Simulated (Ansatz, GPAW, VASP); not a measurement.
# Au: programs and potentials compared

```
Au
1.0
     0.00000    2.03500    2.03500
     2.03500    0.00000    2.03500
     2.03500    2.03500    0.00000
Au
1
Cartesian
  0.0000 0.0000 0.0000
```

Alike in all runs: task single point; functional PBE; k mesh 11 × 11 × 11; occupations gaussian, width 0.012 eV; no spin polarisation; no spin-orbit coupling. Pressure is positive in compression and, in plane waves, holds the error of the finite cutoff, which Ansatz's Pulay term estimates and takes out.

```csv
program and potentials,plane-wave cutoff (eV),notes,pressure (GPa)
"Ansatz, Ansatz PAW",420,19 valence electrons an atom on average; Pulay term of +0.06 GPa included,10.84
"VASP, PBE PAW files Au, 520 eV",520,11 valence electrons an atom on average,10.52
"GPAW, GPAW PAW data sets (gpaw-data 1.2.1)",600,11 valence electrons an atom on average,13.36
"Ansatz, all-electron LAPW, scalar-relativistic",-,-,?
```

**Question.** Estimate from the other rows what the run with Ansatz, all-electron LAPW, scalar-relativistic gave.

**Answer.** Pressure 10.81 GPa. The other rows, which needn't bracket it: pressure 10.52 to 13.36.
